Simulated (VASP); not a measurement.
# Nb (Im-3m) in VASP: settings compared, part 3 of 3

VASP 6.6.1. The steps go on from the part before.

## (6) Optical spectrum, PBEsol

File INCAR:

```
SYSTEM = Nb
PREC = Accurate ; ENCUT = 520
EDIFF = 1E-7 ; ISMEAR = 1
SIGMA = 0.1 ; LREAL = .False.
LASPH = .True. ; NELM = 100
ALGO = Normal ; ISIF = 2
LWAVE = .False. ; LCHARG = .False.
GGA = PS ; LOPTICS = .True.
NEDOS = 2000 ; CSHIFT = 0.1
```

File KPOINTS:

```
Automatic mesh
0
Gamma
  22 22 22
  0 0 0
```

File POSCAR:

```
Nb                                      
1.0
   -1.6550000000      1.6550000000      1.6550000000
    1.6550000000     -1.6550000000      1.6550000000
    1.6550000000      1.6550000000     -1.6550000000
  Nb            
     1
Direct
     0.0000000000000000    0.0000000000000000    0.0000000000000000
```

Potentials or basis: VASP PAW PBE potentials, release 64 (Nb_sv).

The run is started by

```console
> cat potpaw_PBE.64/Nb_sv/POTCAR > POTCAR
> mpirun -np 1 vasp_std > vasp.out
```

OUTCAR:

```text
SYSTEM = Nb
   PREC = Accurate
   ENCUT = 520
   EDIFF = 1E-7
   ISMEAR = 1
   LREAL = .False.
   LASPH = .True.
   NELM = 100
   ISIF = 2
   GGA = PS

 ion  position               nearest neighbor table
   1  0.000  0.000  0.000-

  LATTYP: Found a body centered cubic cell.
 ALAT       =     3.3100000000

  Lattice vectors:

 A1 = (  -1.6550000000,   1.6550000000,   1.6550000000)
 A2 = (   1.6550000000,  -1.6550000000,   1.6550000000)
 A3 = (   1.6550000000,   1.6550000000,  -1.6550000000)

Analysis of symmetry for initial positions (statically):
=====================================================================
 Subroutine PRICEL returns:
 Original cell was already a primitive cell.

 Routine SETGRP: Setting up the symmetry group for a
 body centered cubic supercell.

 Subroutine GETGRP returns: Found 48 space group operations
 (whereof 48 operations were pure point group operations)
 out of a pool of 48 trial point group operations.

The static configuration has the point symmetry O_h .

Analysis of symmetry for dynamics (positions and initial velocities):
=====================================================================
 Subroutine PRICEL returns:
 Original cell was already a primitive cell.

 Routine SETGRP: Setting up the symmetry group for a
 body centered cubic supercell.

 Subroutine GETGRP returns: Found 48 space group operations
 (whereof 48 operations were pure point group operations)
 out of a pool of 48 trial point group operations.

The dynamic configuration has the point symmetry O_h .

 Subroutine INISYM returns: Found 48 space group operations
 (whereof 48 operations are pure point group operations),
 and found     1 'primitive' translations

----------------------------------------------------------------------------------------

                                     Primitive cell

  volume of cell :      18.1323

  direct lattice vectors                    reciprocal lattice vectors
    -1.655000000  1.655000000  1.655000000     0.000000000  0.302114804  0.302114804
     1.655000000 -1.655000000  1.655000000     0.302114804  0.000000000  0.302114804
     1.655000000  1.655000000 -1.655000000     0.302114804  0.302114804  0.000000000

  length of vectors
     2.866544087  2.866544087  2.866544087     0.427254853  0.427254853  0.427254853

  position of ions in fractional coordinates (direct lattice)
     0.000000000  0.000000000  0.000000000

  ion indices of the primitive-cell ions
   primitive index   ion index
                 1           1
[... 125 lines left out ...]
 cond. band min:      10.9280339390   @ k =   0.0909   0.0455   0.0455
 fundamental gap:      0.0064521228
 Fermi energy:        10.9231289874

 k-point     1 :       0.0000    0.0000    0.0000
  band No.  band energies     occupation
      1     -43.3293      2.00000
      2     -18.6587      2.00000
      3     -18.6587      2.00000
      4     -18.6587      2.00000
      5       4.9903      2.00000
      6      11.3179     -0.00000
      7      11.3179     -0.00000
      8      11.3179     -0.00000
      9      14.2056      0.00000
     10      14.2056      0.00000
[... 287 lines left out ...]
 k-point    24 :       0.1364    0.0909    0.0000
  band No.  band energies     occupation
      1     -43.2484      2.00000
      2     -19.1311      2.00000
      3     -18.7816      2.00000
      4     -18.6961      2.00000
      5       6.4154      2.00000
      6      10.6117      2.00010
      7      10.7641      2.04702
      8      12.9058     -0.00000
      9      13.4079      0.00000
     10      14.4210      0.00000

 [... further k-points ...]
[... 5 lines left out ...]
  --------------------------------------------------------------------------------------
  -------------------------------------------------------------------------------------
  Total       -0.7047100     -0.7047100     -0.7047100      0.0000000      0.0000000      0.0000000
  in kB      -62.2682997    -62.2682997    -62.2682997      0.0000000      0.0000000      0.0000000
  external PRESSURE =     -62.2682997 kB  Pullay stress =       0.0000000 kB

 VOLUME and BASIS-vectors are now :
 -----------------------------------------------------------------------------
  energy-cutoff  :      520.00
  volume of cell :       18.13
      direct lattice vectors                 reciprocal lattice vectors
    -1.655000000  1.655000000  1.655000000     0.000000000  0.302114804  0.302114804
     1.655000000 -1.655000000  1.655000000     0.302114804  0.000000000  0.302114804
     1.655000000  1.655000000 -1.655000000     0.302114804  0.302114804  0.000000000

 POSITION                                       TOTAL-FORCE (eV/Angst)
 -----------------------------------------------------------------------------------
      0.00000      0.00000      0.00000         0.000000     -0.000000      0.000000
 -----------------------------------------------------------------------------------
    total drift:                                0.000000      0.000000     -0.000000

  FREE ENERGIE OF THE ION-ELECTRON SYSTEM (eV)
  ---------------------------------------------------
  free  energy   TOTEN  =       -10.9402383750 eV

  energy  without entropy=      -10.9404148532  energy(sigma->0) =      -10.94029720

 electrical conductivity sigma (Mega S m-1) (frequency dependency in vasprun.xml)
  --------------------------------------------------------------------------------------
       0.174       0.000      -0.000
       0.000       0.174       0.000
       0.000       0.000       0.174

  frequency dependent IMAGINARY DIELECTRIC FUNCTION (independent particle, no local field effects) density-density
     E(ev)      X         Y         Z        XY        YZ        ZX
  --------------------------------------------------------------------------------------------------------------
     0.00000     0.00000     0.00000     0.00000     0.00000     0.00000     0.00000
     0.77830     5.76328     5.76328     5.76328     0.00000     0.00000     0.00000
     1.55659    16.66670    16.66670    16.66670    -0.00000    -0.00000     0.00000
     2.33489    22.56972    22.56972    22.56972     0.00000     0.00000    -0.00000
     3.11318    18.07739    18.07739    18.07739    -0.00000    -0.00000     0.00000
     3.89148    17.02427    17.02427    17.02427    -0.00000    -0.00000     0.00000
[... 92 lines left out ...]
    76.27297     0.00028     0.00028     0.00028    -0.00000    -0.00000     0.00000
    77.05126     0.00027     0.00027     0.00027    -0.00000    -0.00000     0.00000

  frequency dependent      REAL DIELECTRIC FUNCTION (independent particle, no local field effects) density-density
     E(ev)        X           Y           Z          XY          YZ          ZX
  --------------------------------------------------------------------------------------------------------------
     0.00000    75.60272    75.60272    75.60272    -0.00000     0.00000     0.00000
     0.77830    24.03440    24.03440    24.03440    -0.00000     0.00000    -0.00000
     1.55659    22.64956    22.64956    22.64956     0.00000     0.00000    -0.00000
     2.33489    11.68328    11.68328    11.68328    -0.00000     0.00000    -0.00000
     3.11318     3.52205     3.52205     3.52205     0.00000     0.00000    -0.00000
     3.89148     6.48191     6.48191     6.48191     0.00000     0.00000    -0.00000
[... 92 lines left out ...]
    76.27297     0.90574     0.90574     0.90574    -0.00000    -0.00000     0.00000
    77.05126     0.90790     0.90790     0.90790    -0.00000    -0.00000     0.00000

  frequency dependent IMAGINARY DIELECTRIC FUNCTION (independent particle, no local field effects) current-current
     E(ev)      X         Y         Z        XY        YZ        ZX
  --------------------------------------------------------------------------------------------------------------
     0.00000   273.92607   273.92607   273.92607     0.00000    -0.00000     0.00000
     0.77830    11.52373    11.52373    11.52373    -0.00000    -0.00000     0.00000
     1.55659    19.36337    19.36337    19.36337     0.00000     0.00000     0.00000
     2.33489    23.45244    23.45244    23.45244    -0.00000    -0.00000     0.00000
     3.11318    18.21462    18.21462    18.21462     0.00000    -0.00000     0.00000
     3.89148    17.28622    17.28622    17.28622    -0.00000    -0.00000     0.00000
[... 92 lines left out ...]
    76.27297     0.00004     0.00004     0.00004     0.00000    -0.00000    -0.00000
    77.05126     0.00003     0.00003     0.00003     0.00000    -0.00000    -0.00000

  frequency dependent      REAL DIELECTRIC FUNCTION (independent particle, no local field effects) current-current
     E(ev)        X           Y           Z          XY          YZ          ZX
  --------------------------------------------------------------------------------------------------------------
     0.00000   -10.37316   -10.37316   -10.37316    -0.00000     0.00000    -0.00000
     0.77830    23.56978    23.56978    23.56978    -0.00000     0.00000    -0.00000
     1.55659    20.70380    20.70380    20.70380     0.00000     0.00000     0.00000
     2.33489     9.86521     9.86521     9.86521    -0.00000    -0.00000    -0.00000
     3.11318     2.43202     2.43202     2.43202    -0.00000    -0.00000    -0.00000
     3.89148     5.66642     5.66642     5.66642     0.00000     0.00000    -0.00000
[... 92 lines left out ...]
    76.27297     0.90588     0.90588     0.90588    -0.00000    -0.00000     0.00000
    77.05126     0.90803     0.90803     0.90803    -0.00000    -0.00000     0.00000
```

OSZICAR:

```text
N       E                     dE             d eps       ncg     rms          rms(c)
DAV:   1     0.116421103491E+03    0.11642E+03   -0.75017E+03  6600   0.129E+03
DAV:   2    -0.591519048934E+01   -0.12234E+03   -0.11929E+03  7014   0.449E+02
DAV:   3    -0.111562045098E+02   -0.52410E+01   -0.49678E+01  9822   0.783E+01
DAV:   4    -0.114364934368E+02   -0.28029E+00   -0.27807E+00  9124   0.164E+01
DAV:   5    -0.114473037197E+02   -0.10810E-01   -0.10800E-01 10210   0.267E+00    0.728E+00
DAV:   6    -0.109933865574E+02    0.45392E+00   -0.87366E-01 10178   0.122E+01    0.252E+00
DAV:   7    -0.109364305547E+02    0.56956E-01   -0.25572E-01 10278   0.647E+00    0.971E-01
DAV:   8    -0.109402033500E+02   -0.37728E-02   -0.12898E-02  7450   0.171E+00    0.602E-02
DAV:   9    -0.109402263462E+02   -0.22996E-04   -0.10055E-03 11312   0.392E-01    0.359E-02
DAV:  10    -0.109402419860E+02   -0.15640E-04   -0.27485E-05  7696   0.735E-02    0.116E-02
DAV:  11    -0.109402383225E+02    0.36635E-05   -0.67939E-06  9354   0.447E-02    0.314E-03
DAV:  12    -0.109402383750E+02   -0.52516E-07   -0.23095E-07  6814   0.777E-03
   1 F= -.10940238E+02 E0= -.10940297E+02  d E =0.176478E-03
 imaginary and real dielectric function
```

Run time: 44 s. Hardware: 1 thread of Intel Xeon Platinum 8259CL at 2.50GHz (Skylake/Cascade Lake), shared host; peak memory 0.26 GiB.

What came out:

| Item | Value |
| --- | --- |
| Free energy | -10.9402 eV |
| Pressure | -6.2 GPa |
| Band gap on the k mesh | none (metal or under the smearing width) |

Levels at points of the mesh, in eV from the Fermi level:
```csv
k point,band 3,band 4,band 5,band 6,band 7,band 8,band 9,band 10
"(0.00, 0.00, 0.00)",-29.58,-29.58,-5.93,0.39,0.39,0.39,3.28,3.28
"(0.50, 0.00, 0.00)",-30.00,-29.59,-3.69,-1.62,2.27,3.31,3.99,6.39
"(0.50, 0.50, 0.50)",-30.50,-30.50,-3.67,-3.67,5.62,5.62,5.62,9.02
```

Dielectric function (mean over the directions given):
```tsv
energy (eV)	real part	imaginary part
0.31	14.78	9.98
0.78	24.03	5.76
1.25	23.22	11.20
1.79	20.68	18.20
2.26	13.22	22.69
2.80	7.65	19.86
3.27	3.73	15.19
3.81	6.19	16.98
4.28	3.37	24.89
4.83	-10.44	15.91
5.29	-8.83	9.98
5.84	-7.80	6.00
6.30	-5.23	4.33
6.85	-4.52	2.98
7.32	-2.98	3.71
7.78	-4.62	2.80
8.33	-3.42	1.81
8.79	-2.81	1.04
9.34	-2.10	1.02
9.81	-1.40	1.11
10.35	-1.90	1.46
10.82	-1.78	0.99
11.36	-1.46	0.45
11.83	-1.24	0.30
12.37	-0.88	0.15
12.84	-0.65	0.07
13.39	-0.42	0.04
13.85	-0.26	0.03
14.32	-0.12	0.03
14.87	0.01	0.02
15.33	0.11	0.02
15.88	0.21	0.02
16.34	0.28	0.02
16.89	0.36	0.01
17.36	0.43	0.01
17.90	0.49	0.01
18.37	0.55	0.01
18.91	0.61	0.01
19.38	0.65	0.01
19.92	0.70	0.01
```

Caveat: independent-particle spectra lack excitons; the intraband (Drude) part of a metal's response may be missing; the PAW data sets were made with another functional, which shifts forces and pressure a little.

## (7) Density of states, PBE

POSCAR is that of step 6.

File INCAR.step1:

```
SYSTEM = Nb
PREC = Accurate ; ENCUT = 520
EDIFF = 1E-6 ; ISMEAR = 1
SIGMA = 0.1 ; LREAL = .FALSE.
LASPH = .TRUE. ; NELM = 100
ALGO = Normal ; ISIF = 2
LWAVE = .FALSE. ; LCHARG = .TRUE.
LMAXMIX = 4 ; GGA = PE
```

File KPOINTS.step1:

```
Automatic mesh
0
G
  22 22 22
  0 0 0
```

File INCAR.step2:

```
SYSTEM = Nb
PREC = Accurate ; ENCUT = 520
EDIFF = 1E-6 ; ISMEAR = -5
SIGMA = 0.1 ; LREAL = .FALSE.
LASPH = .TRUE. ; NELM = 100
ALGO = Normal ; ISIF = 2
LWAVE = .FALSE. ; LCHARG = .FALSE.
LMAXMIX = 4 ; GGA = PE
LORBIT = 11 ; NEDOS = 2001
ICHARG = 11
```

File KPOINTS.step2:

```
Automatic mesh
0
G
  33 33 33
  0 0 0
```

The run is started by

```console
> cat potpaw_PBE.64/Nb_sv/POTCAR > POTCAR
> cp INCAR.step1 INCAR
> cp KPOINTS.step1 KPOINTS
> mpirun -np 1 vasp_std > vasp.out
> cp INCAR.step2 INCAR
> cp KPOINTS.step2 KPOINTS
> mpirun -np 1 vasp_std > vasp.out
```

Run time: 2.5 min. Hardware: 1 thread of Intel Xeon Platinum 8259CL at 2.50GHz (Skylake/Cascade Lake), shared host; peak memory 0.35 GiB.

It converged, with:

- Valence electrons inside the program's atomic spheres: Nb 10.71

Levels at points of the mesh, in eV from the Fermi level:
```
           k point  band 4  band 5  band 6  band 7  band 8  band 9  band 10
(0.00, 0.00, 0.00)  -29.68   -5.92    0.38    0.38    0.38    3.27     3.27
```

States per cell in windows of 1 eV (zero at the Fermi level; states under -8 eV left out):
| from (eV) | total | Nb1_d | Nb1_p | Nb1_s |
| --- | --- | --- | --- | --- |
| -8.0 | 0.00 | 0.00 | 0.00 | 0.00 |
| -7.0 | 0.00 | 0.00 | 0.00 | 0.00 |
| -6.0 | 0.04 | 0.00 | 0.00 | 0.01 |
| -5.0 | 0.12 | 0.00 | 0.00 | 0.03 |
| -4.0 | 0.67 | 0.22 | 0.02 | 0.09 |
| -3.0 | 1.26 | 0.56 | 0.04 | 0.08 |
| -2.0 | 1.39 | 0.84 | 0.04 | 0.01 |
| -1.0 | 1.52 | 0.87 | 0.07 | 0.02 |
| 0.0 | 0.77 | 0.42 | 0.05 | 0.01 |
| 1.0 | 0.62 | 0.39 | 0.03 | 0.01 |
| 2.0 | 1.12 | 0.85 | 0.02 | 0.01 |
| 3.0 | 1.59 | 1.32 | 0.01 | 0.01 |
| 4.0 | 1.27 | 1.03 | 0.03 | 0.02 |
| 5.0 | 0.53 | 0.40 | 0.02 | 0.01 |
| 6.0 | 0.34 | 0.23 | 0.02 | 0.01 |
| 7.0 | 0.31 | 0.17 | 0.03 | 0.01 |

Caveat: tetrahedron occupations give inexact forces and stress in metals.

## (8) Summary

| task | level | potentials or basis | k mesh | further INCAR settings | k mesh for the DOS | occupations for the DOS | gap on the mesh (eV) | pressure (GPa) |
| --- | --- | --- | --- | --- | --- | --- | --- | --- |
| optical spectrum | PBE | VASP PAW PBE potentials, release 64 (Nb_sv) | 14 × 14 × 14 | ALGO = Normal; EDIFF = 1e-07 | - | - | none | -0.1 |
| optical spectrum | PBE | VASP PAW PBE potentials, release 64 (Nb_sv) | 22 × 22 × 22 | ALGO = Normal; EDIFF = 1e-07 | - | - | none | -0.3 |
| optical spectrum | PBE | VASP PAW PBE potentials, release 64 (Nb_sv) | 32 × 32 × 32 | ALGO = Normal; EDIFF = 1e-07 | - | - | none | -0.3 |
| optical spectrum | LDA | VASP PAW LDA potentials, release 64 (Nb_sv) | 22 × 22 × 22 | ALGO = Normal; EDIFF = 1e-07 | - | - | none | -10.0 |
| optical spectrum | PBEsol | VASP PAW PBE potentials, release 64 (Nb_sv) | 22 × 22 × 22 | ALGO = Normal; EDIFF = 1e-07 | - | - | none | -6.2 |
| density of states | PBE | VASP PAW PBE potentials, release 64 (Nb_sv) | 22 × 22 × 22 | ALGO = Normal; EDIFF = 1e-06 | 33 × 33 × 33 | tetrahedron | - | - |

Alike in all rows: no spin polarisation; cell as given; cutoff (eV) 520; smearing methfessel-paxton 0.1 eV.

Caveats: independent-particle spectra lack excitons (some runs); the intraband (Drude) part of a metal's response may be missing (some runs); the PAW data sets were made with another functional, which shifts forces and pressure a little (some runs); tetrahedron occupations give inexact forces and stress in metals (some runs).

Total energies depend on the potentials used, so only differences within one code and one set of settings carry meaning.
